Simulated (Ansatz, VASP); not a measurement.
**InP in VASP and in Ansatz**

```
In P
1.0
     0.00000    2.93050    2.93050
     2.93050    0.00000    2.93050
     2.93050    2.93050    0.00000
In P
1 1
Direct
  0.00000 0.00000 0.00000
  0.75000 0.75000 0.75000
```

Alike in both runs: task relaxation of cell and atoms; functional PBE; dispersion D4; k mesh 8 × 8 × 8; occupations fermi-dirac, width 0.05 eV; no spin polarisation.

```csv
,VASP,Ansatz
version,VASP 6.6.1,Ansatz 0.2.0
potentials or method,"VASP PAW PBE potentials, release 64 (In_d, P), cutoff 600 eV","all-electron LAPW, scalar-relativistic"
```

Ansatz gave:

- relaxed volume (Å³/atom): 25.56
- relaxed cell length with the largest relative difference (Å): 4.166
- energy change over the relaxation (meV/atom): -1

Q: Which values does VASP return?

A: Relaxed volume (Å³/atom): 25.55; relaxed cell length with the largest relative difference (Å): 4.165; energy change over the relaxation (meV/atom): -1.

Ansatz ran all-electron here, so the differences hold the error of VASP's frozen core and of both bases.

Caveats: spin-orbit coupling is left out, which moves the levels of the heavy elements. Expect the measured gap to be larger: semilocal functionals such as PBE lack the derivative discontinuity. Zero-point motion and thermal expansion aren't in these numbers.
